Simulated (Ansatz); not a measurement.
## Residual resistivity of an alloy: Cu(111) with 4 layers of random Cu-Zn, 2x2

Aim: the residual resistivity of a random alloy, from Cu(111) with 4 layers of random Cu-Zn, 2x2 and longer regions.

Main program and level: Ansatz 0.2.0; Ansatz plane-wave DFT, PBE, PAW files; ballistic transport by layer matching (Landauer), zero bias; PAW set soft_1.

This is a report of a sequence of runs, with most program output left out.

## (1) The starting structure

The cell holds 40 atoms: 38 Cu and 2 Zn. Its edges and angles: a = 5.112 Å, b = 5.112 Å, c = 20.923 Å, α = 93.5°, β = 86.5°, γ = 120.0°. It derives from Cu. Regions: lead, 24 atoms (24 Cu); scattering region, 16 atoms (14 Cu and 2 Zn). The structure is stacked along c, and the current runs across the ab planes.

## (2) With 4 alloy layers

In 4 layers a share of 0.125 of the sites is given to Zn at random. The layers about the cell's end stay perfect and serve as the lead. Energies from -0.05 to 0.05 eV in steps of 0.05 eV are too few for the program's thermal sum, so it prints no conductance; for a metal the transmission near the Fermi level serves, at a fraction of the cost.

Contents of input.yaml:

```yaml
crystal:
  lattice:
    - [5.1123254594, 0.0, 0.0]
    - [-2.5561627297, 4.4274037203, 0.0]
    - [1.2780813649, -0.73790062, 20.8709812911]
  atoms:
    - { symbol: Cu, position: [0.9916666667, 0.0083333333, 0.05] }
    - { symbol: Cu, position: [0.9916666667, 0.5083333333, 0.05] }
    - { symbol: Cu, position: [0.4916666667, 0.0083333333, 0.05] }
    - { symbol: Cu, position: [0.4916666667, 0.5083333333, 0.05] }
    - { symbol: Cu, position: [0.1416666667, 0.3583333333, 0.15] }
    - { symbol: Cu, position: [0.1416666667, 0.8583333333, 0.15] }
    - { symbol: Cu, position: [0.6416666667, 0.3583333333, 0.15] }
    - { symbol: Cu, position: [0.6416666667, 0.8583333333, 0.15] }
[... 28 atom lines left out ...]
    - { symbol: Cu, position: [0.8416666667, 0.1583333333, 0.95] }
    - { symbol: Cu, position: [0.8416666667, 0.6583333333, 0.95] }
    - { symbol: Cu, position: [0.3416666667, 0.1583333333, 0.95] }
    - { symbol: Cu, position: [0.3416666667, 0.6583333333, 0.95] }
kpoints:
  mp_grid: { grid: [5, 5, 1] }
hamiltonian:
  xc: pbe
  pseudopotentials: { kind: paw, azcp: { folder: soft_1 } }
scf:
  occupations: { method: fermi_dirac, width: 0.1 }
output:
  transmission:
    leads: [[0, 4]]
    kmesh: [10, 10]
    e_range: [-0.05, 0.05]
    de: 0.05
  write_potential: true
  write_density: true
  volumetric_format: npy
```

Command:

```bash
> ansatz run input.yaml --threads 4 --pin off --max-ram 15360MiB --backend cpu --events-out ev --progress --plain --runs-dir out
```

The job ended after 4 min (4 threads of Arm Neoverse V1, shared host; peak memory 4.4 GiB; 14 min of CPU time).

This step gave:

* free energy: -258395.3966 eV
* energy at zero smearing: -258395.1610 eV
* Fermi energy: 16.29 eV
* cell area: 22.63 Å²
* transmission per spin nearest the Fermi level: 3.045
* open channels per spin nearest the Fermi level: 3.21
* step of the lead's potential: 1.7 meV

Per spin. Transmission, zone mean against energy, zero at the Fermi level:

```
energy (eV)  transmission, zone mean
    -0.0500                     3.00
     0.0000                     3.04
     0.0500                     3.05
```

Per spin. The open channels, zone mean, lead stays at 3.21 for energy from -0.05 to 0.05 eV.

Transmission over k1 and k2. At 0.0000 eV from the Fermi level.

Ten even steps from '0' (2.09) to '9' (3.83):
```
4944494544
4494494454
4447274445
4442343444
9997404799
4444343244
4544472744
4454494494
4445494449
9444494444
```
Columns: k1 (b1) from -0.5 to 0.4; rows upwards: k2 (b2) from -0.5 to 0.4.

Open channels over k1 and k2. At 0.0000 eV from the Fermi level.

Ten even steps from '_' (3.00) to '@' (4.00):
```
__@@______@@________
____@@____@@________
______@@__@@________
____________________
@@@@@@@@______@@@@@@
____________________
__________@@__@@____
__________@@____@@__
__________@@______@@
@@________@@________
```
Columns: k1 (b1) from -0.5 to 0.4; rows upwards: k2 (b2) from -0.5 to 0.4.

Over the solved energies the transmission per spin lies between 3.00 and 3.05, out of 3.21 channels of the lead on average (up to 3.21).

## (3) With 8 alloy layers

In 8 layers a share of 0.125 of the sites is given to Zn at random. A fresh draw is used; the growth of the resistance with length is what counts.

System of this step: Cu(111) with 8 layers of random Cu-Zn, 2x2. The cell holds 56 atoms: 52 Cu and 4 Zn. Cell: a = 5.112 Å, b = 5.112 Å, c = 29.257 Å, α = 87.5°, β = 92.5°, γ = 120.0°. It derives from Cu. Regions: lead, 24 atoms (24 Cu); scattering region, 32 atoms (28 Cu and 4 Zn). The structure is stacked along c, and the current runs across the ab planes.

Contents of input.yaml:

```yaml
crystal:
  lattice:
    - [5.1123254594, 0.0, 0.0]
    - [-2.5561627297, 4.4274037203, 0.0]
    - [-1.2780813649, 0.73790062, 29.2193738075]
  atoms:
    - { symbol: Cu, position: [0.005952381, 0.994047619, 0.0357142857] }
    - { symbol: Cu, position: [0.005952381, 0.494047619, 0.0357142857] }
    - { symbol: Cu, position: [0.505952381, 0.994047619, 0.0357142857] }
    - { symbol: Cu, position: [0.505952381, 0.494047619, 0.0357142857] }
    - { symbol: Cu, position: [0.1845238095, 0.3154761905, 0.1071428571] }
    - { symbol: Cu, position: [0.1845238095, 0.8154761905, 0.1071428571] }
    - { symbol: Cu, position: [0.6845238095, 0.3154761905, 0.1071428571] }
    - { symbol: Cu, position: [0.6845238095, 0.8154761905, 0.1071428571] }
[... 44 atom lines left out ...]
    - { symbol: Cu, position: [0.3273809524, 0.1726190476, 0.9642857143] }
    - { symbol: Cu, position: [0.3273809524, 0.6726190476, 0.9642857143] }
    - { symbol: Cu, position: [0.8273809524, 0.1726190476, 0.9642857143] }
    - { symbol: Cu, position: [0.8273809524, 0.6726190476, 0.9642857143] }
kpoints:
  mp_grid: { grid: [5, 5, 1] }
hamiltonian:
  xc: pbe
  pseudopotentials: { kind: paw, azcp: { folder: soft_1 } }
scf:
  occupations: { method: fermi_dirac, width: 0.1 }
output:
  transmission:
    leads: [[0, 4]]
    kmesh: [10, 10]
    e_range: [-0.05, 0.05]
    de: 0.05
  write_potential: true
  write_density: true
  volumetric_format: npy
```

Elapsed: 11 min, on 4 threads; peak memory 7.7 GiB.

Numbers from this step:

```
free energy                                   : -357786.7019 eV
energy at zero smearing                       : -357786.3895 eV
Fermi energy                                  : 16.24 eV
transmission per spin nearest the Fermi level : 2.926
step of the lead's potential                  : 13.2 meV
```

Per spin. Table of transmission, zone mean by energy, zero at the Fermi level:

```
energy (eV)  transmission, zone mean
    -0.0500                     2.88
     0.0000                     2.93
     0.0500                     2.85
```

Over the solved energies the transmission per spin lies between 2.85 and 2.93, out of 3.21 channels of the lead on average (up to 3.21).

## (4) With 12 alloy layers

In 12 layers a share of 0.125 of the sites is given to Zn at random. A fresh draw is used; the growth of the resistance with length is what counts.

System of this step: Cu(111) with 12 layers of random Cu-Zn, 2x2. The cell holds 72 atoms: 66 Cu and 6 Zn. Its edges and angles: a = 5.112 Å, b = 5.112 Å, c = 37.568 Å, α = 90.0°, β = 90.0°, γ = 120.0°. It derives from Cu. Regions: lead, 24 atoms (24 Cu); scattering region, 48 atoms (42 Cu and 6 Zn). The structure is stacked along c, and the current runs across the ab planes.

Contents of input.yaml:

```yaml
crystal:
  lattice:
    - [5.1123254594, 0.0, 0.0]
    - [-2.5561627297, 4.4274037203, 0.0]
    - [0.0, 0.0, 37.567766324]
  atoms:
    - { symbol: Cu, position: [0.0, 0.0, 0.0277777778] }
    - { symbol: Cu, position: [0.0, 0.5, 0.0277777778] }
    - { symbol: Cu, position: [0.5, 0.0, 0.0277777778] }
    - { symbol: Cu, position: [0.5, 0.5, 0.0277777778] }
    - { symbol: Cu, position: [0.1666666667, 0.3333333333, 0.0833333333] }
    - { symbol: Cu, position: [0.1666666667, 0.8333333333, 0.0833333333] }
    - { symbol: Cu, position: [0.6666666667, 0.3333333333, 0.0833333333] }
    - { symbol: Cu, position: [0.6666666667, 0.8333333333, 0.0833333333] }
[... 60 atom lines left out ...]
    - { symbol: Cu, position: [0.3333333333, 0.1666666667, 0.9722222222] }
    - { symbol: Cu, position: [0.3333333333, 0.6666666667, 0.9722222222] }
    - { symbol: Cu, position: [0.8333333333, 0.1666666667, 0.9722222222] }
    - { symbol: Cu, position: [0.8333333333, 0.6666666667, 0.9722222222] }
kpoints:
  mp_grid: { grid: [5, 5, 1] }
hamiltonian:
  xc: pbe
  pseudopotentials: { kind: paw, azcp: { folder: soft_1 } }
scf:
  occupations: { method: fermi_dirac, width: 0.1 }
output:
  transmission:
    leads: [[0, 4]]
    kmesh: [10, 10]
    e_range: [-0.05, 0.05]
    de: 0.05
  write_potential: true
  write_density: true
  volumetric_format: npy
```

It took 31 min on 4 threads; peak memory 8.7 GiB; 2 h of CPU time.

Numbers from this step:

```yaml
free_energy: -457177.7687 eV
energy_at_zero_smearing: -457177.4288 eV
fermi_energy: 16.27 eV
transmission_per_spin_nearest_the_fermi_level: 2.802
step_of_the_lead_s_potential: 2.2 meV
```

Per spin. Transmission, zone mean against energy, zero at the Fermi level:

```
energy (eV)  transmission, zone mean
    -0.0500                     2.79
     0.0000                     2.80
     0.0500                     2.77
```

Over the solved energies the transmission per spin lies between 2.77 and 2.80, out of 3.21 channels of the lead on average (up to 3.21).

## (5) Resistance against length

This step: Ansatz plane-wave DFT, PBE, PAW files; ballistic transport by layer matching (Landauer), zero bias; residual resistivity from the slope of the area resistance, atoms on the host's lattice; PAW set soft_1 (Ansatz 0.2.0).

This step gave:

* resistivity: 5.024 µΩ cm
* intercept: 0.01387 fΩ m²
* scatter about the fit: 0.002809 fΩ m²

Resistance, by row:

```
run  length (Å)      T  channels N  RA (fΩ m²)
 n4       8.348  3.031        3.21     0.05382
 n8        16.7  2.887        3.21      0.1017
n12       25.05  2.788        3.21      0.1377
```

The area resistance by length of the alloy:

```
length of the alloy (Å)  area resistance (fΩ m²)
                   8.35                   0.0538
                  16.70                    0.102
                  25.05                    0.138
```

The area resistance goes from 0.054 to 0.14 fΩ m² between 8.3 and 25.0 Å, a slope of 5.0 µΩ cm.

By hand from the end points: (0.1377 − 0.05382) fΩ m² / (25.05 − 8.35) Å = 5.0 µΩ cm, since 1 fΩ m² per Å is 1000 µΩ cm.

## (6) What came out

| Property | Result |
| --- | --- |
| resistivity from the slope | 5.02 µΩ cm |
| area resistance over 8.35 Å | 0.0538 fΩ m² |
| area resistance over 16.7 Å | 0.102 fΩ m² |
| area resistance over 25.0 Å | 0.138 fΩ m² |

What this shows: The slope gives 5.0 µΩ cm. The points scatter by 0.0028 fΩ m² about the line, with one random draw a length in a 2x2 cell, so the slope is a rough value. Read with a model of isotropic scattering on a spherical Fermi surface and the lead's 1.1×10¹⁵ S/m², this slope means a mean free path near 159 Å; over these lengths the model's slope is 1.17 times its bulk resistivity, which would be 4.3 µΩ cm. The draw over the shortest length came out nearly ordered, with 8 symmetry operations, so that point is a poor sample of a random alloy. The atoms sit on the host's lattice, so scattering by size misfit is left out.

[Logs are printed without paths, hosts, clocks, repeated set-up lines and the standing remarks that a program may print on its own settings, such as how far it seeks lower states.]

[Hosts, paths, dates, database ids (printed as entryN), source tags and the programs' standing remarks are cut or masked in the printed files.]
